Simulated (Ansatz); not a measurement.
CoPt:
Space group P4/mmm (No. 123); a = b = 2.6759 Å, c = 3.7301 Å, α = β = γ = 90.00°

| atom | site | symmetry | x | y | z |
|---|---|---|---|---|---|
| Co | 1a | 4/mmm | 0.0000 | 0.0000 | 0.0000 |
| Pt | 1d | 4/mmm | 0.5000 | 0.5000 | 0.5000 |
The run is spin-polarised.

Relaxed at zero pressure with plane-wave PAW r²SCAN (Ansatz code).

Q: The volume is lowered by 9 % and shape and atoms relax at that volume. What pressure results, and how do the axes share the change?

A: 27.3 GPa; a -2.7 %, b -2.7 %, c -3.9 %; the energy rises by 93 meV/atom.

Q: Give the new structure.

A: 
Space group P4/mmm (No. 123); a = b = 2.6040 Å, c = 3.5844 Å, α = β = γ = 90.00°

```
atom  site  symmetry       x       y       z
----  ----  --------  ------  ------  ------
Co      1a     4/mmm  0.0000  0.0000  0.0000
Pt      1d     4/mmm  0.5000  0.5000  0.5000
```

The phase is kept; no other phase was compared at this pressure.

The cell was relaxed with r²SCAN under the symmetry of its start. Spin order of the final state: ferromagnetic, chosen from 5 collinear starts compared on coarse meshes (ties went to the first, and starts can fall back to one state), not a proven ground state. Textbook magnetic order: ferromagnetic. Other orbital occupations within this spin state were not tried. Axis ratios of metals converge slowly with the k-mesh, so a and c are less sure than the volume. Scalar-relativistic: spin–orbit coupling is off unless named, which matters more the heavier the elements.

Potentials: the later of the program's two PAW sets.
